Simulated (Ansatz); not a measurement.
# A series in volume per atom on V2O5

Results calculated with Ansatz 0.2.0 development build, not measured. Equation of state of a cubic crystal from periodic Kohn-Sham density functional theory without spin; pressure corrected for the finite basis.

Cell of the first row (space group Pn-3m, No. 224):
```
CELL_PARAMETERS angstrom
4.83070 0.00000 0.00000
0.00000 4.83070 0.00000
0.00000 0.00000 4.83070
ATOMIC_POSITIONS crystal
V 0.00000 0.00000 0.00000
V 0.50000 0.50000 0.00000
V 0.50000 0.00000 0.50000
V 0.00000 0.50000 0.50000
O 0.50000 0.00000 0.00000
O 0.00000 0.50000 0.00000
O 0.00000 0.00000 0.50000
O 0.50000 0.50000 0.50000
O 0.75000 0.75000 0.25000
O 0.75000 0.25000 0.75000
O 0.25000 0.75000 0.75000
O 0.75000 0.25000 0.25000
O 0.25000 0.75000 0.25000
O 0.25000 0.25000 0.75000
```

Settings of every row: formula V2O5; structure type cubic X2O5; functional PBE; spin treatment none; k mesh 11x11x11; occupation method fermi-dirac; occupation width 0.061225619 eV; wave cutoff 700 eV; datasets hard PAW; density cutoff ratio 4.

Limits: a cubic model structure, not a phase known at ambient conditions; modest k-mesh, values are not fully converged in k; no spin polarisation, a magnetic state may lie lower.

| row | volume per atom (Å³) | energy above lowest point (meV/atom) | pressure (GPa) |
| --- | --- | --- | --- |
| 1 | 8.052 | 24.81 | 16.356 |
| 2 | 8.223 | 10.61 | 10.301 |
| 3 | 8.395 | ? | ? |
| 4 | 8.566 | 0 | -0.002 |
| 5 | 8.738 | 2.38 | -4.373 |
| 6 | 8.909 | 9.19 | -8.294 |
| 7 | 9.08 | 19.98 | -11.809 |

Question: what energy above lowest point and pressure should row 3 give?

Worked fit of energy above lowest point. Take u = (V_r/V)^(2/3) − 1 with V_r = 8.652 Å³ an atom, which is twice the finite (Eulerian) strain; such expansions in the strain, on which the Birch-Murnaghan equation of state is built, carry the rest volume and the bulk modulus. The shown rows have u = 0.04908, 0.03448, 0.00668, -0.00657, -0.01933, -0.03168. Least squares give energy above lowest point = 0.596 − 182.68 × u + 13632.5 × u² + 2850 × u³ meV/atom; a parabola predicts inner rows, each left out in turn, worse (root mean square 0.06 against 0.029 meV/atom). The rows lie off it by 0.00, -0.01, 0.02, 0.00, -0.01, 0.01. Its lowest point lies at u = 0.0067, or V = 8.566 Å³ an atom, and the curvature there gives the bulk modulus at fixed shape and fractions, B = (4/9)(1 + u)² E″(u)/V = 231 GPa. The withheld row has u = 0.02031, so the fit gives 0.596 − 182.68 × (0.02031) + 13632.5 × (0.02031)² + 2850 × (0.02031)³ = 2.53 meV/atom.

The calculation gave 2.56 meV/atom. The fit lies 0.03 meV/atom (1.2 % of the value, 0.12 % of the column's range) below it; its largest miss of a shown row is 0.02 meV/atom.

Worked fit of pressure. Take u = (V_r/V)^(2/3) − 1 with V_r = 8.652 Å³ an atom, which is twice the finite (Eulerian) strain; such expansions in the strain, on which the Birch-Murnaghan equation of state is built, carry the rest volume and the bulk modulus. The shown rows have u = 0.04908, 0.03448, 0.00668, -0.00657, -0.01933, -0.03168. Least squares give pressure = −2.2477 + 330.253 × u + 935.19 × u² + 1203.6 × u³ GPa; a parabola predicts inner rows, each left out in turn, worse (root mean square 0.025 against 0.0056 GPa). The rows lie off it by 0.000, 0.000, -0.002, 0.004, -0.003, 0.001. The pressure vanishes at u = 0.0067, or V = 8.566 Å³ an atom, and there the bulk modulus at fixed shape and fractions is B = −V dP/dV = (2/3)(1 + u) dP/du = 230 GPa. The withheld row has u = 0.02031, so the fit gives −2.2477 + 330.253 × (0.02031) + 935.19 × (0.02031)² + 1203.6 × (0.02031)³ = 4.856 GPa.

The calculation gave 4.87 GPa. The fit lies 0.014 GPa (0.05 % of the column's range) below it; its largest miss of a shown row is 0.004 GPa.
